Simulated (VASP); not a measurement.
# MnO (Manganosite): magnetic moments, functional by functional, part 2 of 2

Aim: the magnetic moments of MnO (Manganosite) at several levels of theory. The starting structure is a measured crystal structure from the Crystallography Open Database. The reference starts from antiferromagnetic moments, in one pattern that fits into this cell.

VASP 6.6.1.

Results so far: PBEsol 4.32 μB on Mn; LDA 4.24 μB on Mn; PBE 4.33 μB on Mn.

### 5. Run with r2SCAN

Level of this step: r2SCAN, spin-polarised from an antiferromagnetic start; plane waves and PAW (Mn_pv, O) (VASP).

r2SCAN adds the kinetic-energy density, costs more than a GGA and is run with LASPH.

File INCAR:

```
SYSTEM = MnO
PREC = Accurate
ENCUT = 480
EDIFF = 1E-07
NELM = 200
ISMEAR = 0
SIGMA = 0.05
LREAL = .FALSE.
ALGO = Normal
METAGGA = R2SCAN
LASPH = .TRUE.
NBANDS = 27
ISPIN = 2
MAGMOM = 4.8 -4.8 0 0
LMAXMIX = 4
LORBIT = 11
LWAVE = .FALSE.
LCHARG = .FALSE.
KPAR = 8
```

File POSCAR:

```
MnO
1.0
    0.0000000000      2.2230000000      2.2230000000
    2.2230000000      0.0000000000      2.2230000000
    4.4460000000      4.4460000000      0.0000000000
Mn O
2 2
Direct
    0.0000000000      0.0000000000      0.0000000000
    0.0000000000      0.0000000000      0.5000000000
    0.5000000000      0.5000000000      0.2500000000
    0.5000000000      0.5000000000      0.7500000000
```

File KPOINTS:

```
Automatic mesh
0
Gamma
14 14 14
0 0 0
```

Potentials, in the order of the species: Mn_pv and O (PBE family, release 64).

Launch:

```console
$ mpirun -np 8 vasp_std
```

Log:

```text
[banner, memory and clock lines left out]
running    8 mpi-ranks, on    1 nodes
[...]
[... a notice as in an earlier step ...]

 [... a notice as in an earlier step ...]

 LDA part: xc-table for (None), standard interpolation
 POSCAR, INCAR and KPOINTS ok, starting setup
[...]
entering main loop
       N       E                     dE             d eps       ncg     rms          rms(c)
DAV:   1     0.426406863318E+03    0.42641E+03   -0.21224E+04 31856   0.168E+03
DAV:   2    -0.225522456125E+02   -0.44896E+03   -0.43032E+03 31762   0.493E+02
DAV:   3    -0.611877318383E+02   -0.38635E+02   -0.37980E+02 34431   0.152E+02
DAV:   4    -0.620541064483E+02   -0.86637E+00   -0.86203E+00 34940   0.238E+01
[...]
DAV:  20    -0.491903096332E+02    0.19840E-06   -0.64832E-09 15921   0.734E-04    0.232E-04
DAV:  21    -0.491903095096E+02    0.12359E-06   -0.22907E-09 15852   0.331E-04    0.617E-05
DAV:  22    -0.491903094531E+02    0.56466E-07   -0.36097E-10 15786   0.148E-04
   1 F= -.49190309E+02 E0= -.49190309E+02  d E =-.967574E-14  mag=    -0.0000
```

Run time: 9.1 min. Hardware: 8 MPI ranks of AMD EPYC 7R43, shared host; peak memory 4.1 GiB; 73 min of CPU time.

Parts of OUTCAR (step 5):

```text
  Total       -0.9550077     -0.9550077     -0.9550077     -0.3479905      0.3479905      0.3479905
  in kB      -34.8208264    -34.8208264    -34.8208264    -12.6881875     12.6881875     12.6881875
  external PRESSURE =     -34.8208264 kB  Pullay stress =       0.0000000 kB

 POSITION                                       TOTAL-FORCE (eV/Angst)
 -----------------------------------------------------------------------------------
      0.00000      0.00000      0.00000        -0.000000     -0.000000     -0.000000
      2.22300      2.22300      0.00000         0.000000     -0.000000     -0.000000
      2.22300      2.22300      2.22300        -0.000000     -0.000000      0.000000
      4.44600      4.44600      2.22300         0.000000      0.000000     -0.000000
 -----------------------------------------------------------------------------------
    total drift:                                0.000000     -0.000000     -0.000000

  FREE ENERGIE OF THE ION-ELECTRON SYSTEM (eV)
  ---------------------------------------------------
  free  energy   TOTEN  =       -49.1903094531 eV

  energy  without entropy=      -49.1903094531  energy(sigma->0) =      -49.19030945

 magnetization (x)
# of ion       s       p       d       tot
------------------------------------------
    1        0.012   0.015   4.430   4.458
    2       -0.012  -0.015  -4.430  -4.458
    3        0.000   0.000   0.000   0.000
    4        0.000   0.000   0.000   0.000
--------------------------------------------------
tot          0.000   0.000   0.000   0.000

[... 2 parts as in an earlier step ...]

[... 1 further part left out ...]
[key lines of the parts left out:]
E-fermi :   6.5701
```

r2SCAN: the moments inside the Mn spheres have a mean size of 4.46 μB, and the cell carries 0.00 μB, with a gap of 1.66 eV on the mesh.

### 6. Run with PBEsol + spin-orbit coupling

Spin-orbit coupling is switched on in this step. This run uses a 10×10×10 mesh.

File INCAR:

```
SYSTEM = MnO
PREC = Accurate
ENCUT = 480
EDIFF = 1E-07
NELM = 200
ISMEAR = 0
SIGMA = 0.05
LREAL = .FALSE.
ALGO = Normal
GGA = PS
LNONCOLLINEAR = .TRUE.
MAGMOM = 0 0 4.8 0 0 -4.8 0 0 0 0 0 0
NBANDS = 50
GGA_COMPAT = .FALSE.
LASPH = .TRUE.
LSORBIT = .TRUE.
LORBMOM = .TRUE.
ISYM = -1
LMAXMIX = 4
LORBIT = 11
LWAVE = .FALSE.
LCHARG = .FALSE.
KPAR = 8
```

POSCAR is that of step 5.

File KPOINTS:

```
Automatic mesh
0
Gamma
10 10 10
0 0 0
```

Launch:

```console
$ mpirun -np 8 vasp_ncl
```

Log:

```text
[banner, memory and clock lines left out]
running    8 mpi-ranks, on    1 nodes
[...]
[... a notice as in an earlier step ...]

 [... a notice as in an earlier step ...]

 LDA part: xc-table for (Slater+PW92), standard interpolation
 POSCAR, INCAR and KPOINTS ok, starting setup
[...]
entering main loop
       N       E                     dE             d eps       ncg     rms          rms(c)
DAV:   1     0.504686839483E+03    0.50469E+03   -0.19959E+04104344   0.179E+03
DAV:   2     0.237562041976E+02   -0.48093E+03   -0.44966E+03101642   0.540E+02
DAV:   3    -0.361903144442E+02   -0.59947E+02   -0.57586E+02116012   0.189E+02
DAV:   4    -0.391038414043E+02   -0.29135E+01   -0.28463E+01118992   0.383E+01
[...]
DAV:  62    -0.347376238742E+02    0.31009E-06   -0.98914E-06 92258   0.285E-02    0.157E-03
DAV:  63    -0.347376239164E+02   -0.42132E-07   -0.48254E-06 92304   0.210E-02    0.197E-03
DAV:  64    -0.347376236835E+02    0.23287E-06   -0.28943E-06 92410   0.167E-02    0.130E-03
[...]
|                                                                             |
|           W    W    AA    RRRRR   N    N  II  N    N   GGGG   !!!           |
|           W    W   A  A   R    R  NN   N  II  NN   N  G    G  !!!           |
|           W    W  A    A  R    R  N N  N  II  N N  N  G       !!!           |
|           W WW W  AAAAAA  RRRRR   N  N N  II  N  N N  G  GGG   !            |
|           WW  WW  A    A  R   R   N   NN  II  N   NN  G    G                |
|           W    W  A    A  R    R  N    N  II  N    N   GGGG   !!!           |
|                                                                             |
|     The electronic self-consistency was not achieved in the given           |
|     number of steps (NELM). The forces and other quantities evaluated       |
|     might not be reliable so examine the results carefully. If you find     |
|     spurious results, we suggest increasing NELM, if you were close to      |
|     convergence or switching to a different ALGO or adjusting the           |
|     density mixing parameters otherwise.                                    |
|                                                                             |

 soft stop encountered!  aborting job ...
   1 F= -.34737624E+02 E0= -.34737624E+02  d E =-.290344E-14  mag=     0.0005     0.0002    -0.0000
 deleting file STOPCAR
```

Elapsed: 51 min, on 8 MPI ranks; peak memory 18 GiB.

The run was stopped at its time limit.

### 7. Run with PBEsol from a ferromagnetic start

File INCAR:

```
SYSTEM = MnO
PREC = Accurate
ENCUT = 480
EDIFF = 1E-07
NELM = 200
ISMEAR = 0
SIGMA = 0.05
LREAL = .FALSE.
ALGO = Normal
GGA = PS
NBANDS = 33
ISPIN = 2
MAGMOM = 4.8 4.8 0 0
LASPH = .TRUE.
LMAXMIX = 4
LORBIT = 11
LWAVE = .FALSE.
LCHARG = .FALSE.
KPAR = 8
```

POSCAR is that of step 6.

File KPOINTS:

```
Automatic mesh
0
Gamma
14 14 14
0 0 0
```

Launch:

```console
$ mpirun -np 8 vasp_std
```

Log:

```text
[... set-up lines as in an earlier step ...]
 entering main loop
       N       E                     dE             d eps       ncg     rms          rms(c)
DAV:   1     0.419312133215E+03    0.41931E+03   -0.19443E+04 39097   0.133E+03
DAV:   2    -0.724583674391E+01   -0.42656E+03   -0.39550E+03 39856   0.408E+02
DAV:   3    -0.384450145107E+02   -0.31199E+02   -0.30497E+02 42161   0.119E+02
DAV:   4    -0.388785919868E+02   -0.43358E+00   -0.43276E+00 39545   0.147E+01
[...]
DAV:  14    -0.344316643595E+02   -0.40314E-05   -0.42702E-06 40212   0.157E-02    0.134E-02
DAV:  15    -0.344316651789E+02   -0.81941E-06   -0.71460E-07 39210   0.604E-03    0.202E-03
DAV:  16    -0.344316650981E+02    0.80811E-07   -0.65213E-08 19908   0.182E-03
   1 F= -.34431665E+02 E0= -.34430295E+02  d E =-.274089E-02  mag=     9.4601
```

It took 1.9 min on 8 MPI ranks; peak memory 4.4 GiB.

OUTCAR, selected parts (step 7):

```text
  Total       -2.1880382     -2.1880382     -2.1880382      0.0038000     -0.0038000     -0.0038000
  in kB      -79.7787261    -79.7787261    -79.7787261      0.1385516     -0.1385516     -0.1385516
  external PRESSURE =     -79.7787261 kB  Pullay stress =       0.0000000 kB

 POSITION                                       TOTAL-FORCE (eV/Angst)
 -----------------------------------------------------------------------------------
      0.00000      0.00000      0.00000         0.000000      0.000000     -0.000000
      2.22300      2.22300      0.00000        -0.000000     -0.000000     -0.000000
      2.22300      2.22300      2.22300        -0.000000     -0.000000      0.000000
      4.44600      4.44600      2.22300         0.000000      0.000000      0.000000
 -----------------------------------------------------------------------------------
    total drift:                                0.000000     -0.000000     -0.000000

  FREE ENERGIE OF THE ION-ELECTRON SYSTEM (eV)
  ---------------------------------------------------
  free  energy   TOTEN  =       -34.4316650981 eV

  energy  without entropy=      -34.4289242050  energy(sigma->0) =      -34.43029465

 magnetization (x)
# of ion       s       p       d       tot
------------------------------------------
    1        0.034   0.026   4.233   4.293
    2        0.034   0.026   4.233   4.293
    3        0.030   0.163   0.000   0.193
    4        0.030   0.163   0.000   0.193
--------------------------------------------------
tot          0.128   0.378   8.466   8.972

[... 1 part as in an earlier step ...]

[... 2 further parts left out ...]
[key lines of the parts left out:]
E-fermi :   7.3950
```

PBEsol from a ferromagnetic start: the moments inside the Mn spheres have a mean size of 4.29 μB, and the cell carries 9.46 μB, with no gap. Against the antiferromagnetic start the energy is +69.8 meV an atom.

### 8. Comparison

```csv
run,ended,mean size of the moment on Mn (μB),cell (μB),gap on the mesh (eV),core minutes
PBEsol,converged,4.32,0.0,0.76,14.8
LDA,converged,4.24,0.0,0.73,15.3
PBE,converged,4.33,0.0,0.88,15.7
r2SCAN,converged,4.46,0.0,1.66,72.8
PBEsol + spin-orbit coupling,cut off by time,-,-,-,408.0
PBEsol from a ferromagnetic start,converged,4.29,9.46,none,15.6
```

Core minutes are wall time times ranks of the run shown, on a shared host.

### 9. Summary of results

| Item | Value |
| --- | --- |
| mean size of the moment on Mn, PBEsol | 4.32 μB |
| mean size of the moment on Mn, LDA | 4.24 μB |
| mean size of the moment on Mn, PBE | 4.33 μB |
| mean size of the moment on Mn, r2SCAN | 4.46 μB |
| mean size of the moment on Mn, PBEsol from a ferromagnetic start | 4.29 μB |

In words: From the same magnetic start, the Mn moment of MnO (Manganosite) lies between 4.24 μB (LDA) and 4.46 μB (r2SCAN). With PBEsol the antiferromagnetic start ends lower, by 69.8 meV an atom. Orbital moments aren't included. Experiment finds antiferromagnetic order in this phase at low temperature (arxiv:1410.6377), which need not be an order tried here. Moments are counted inside the PAW spheres, so the part between the atoms is missing from them. The magnetic order was set by hand and not searched for; longer or canted orders weren't tried. The orders are compared on one fixed geometry, and relaxing each could change the distance or its sign. No result to use came from PBEsol + spin-orbit coupling. Further runs on this material are not shown.

[Lines on the potential files, build, host, timing and source positions are cut from VASP's logs without a mark.]

[Logs are printed without paths, hosts, clocks, repeated set-up lines and the standing remarks that a program may print on its own settings, such as how far it seeks lower states.]

[Hosts, paths, dates, database ids (printed as entryN), source tags and the programs' standing remarks are cut or masked in the printed files.]
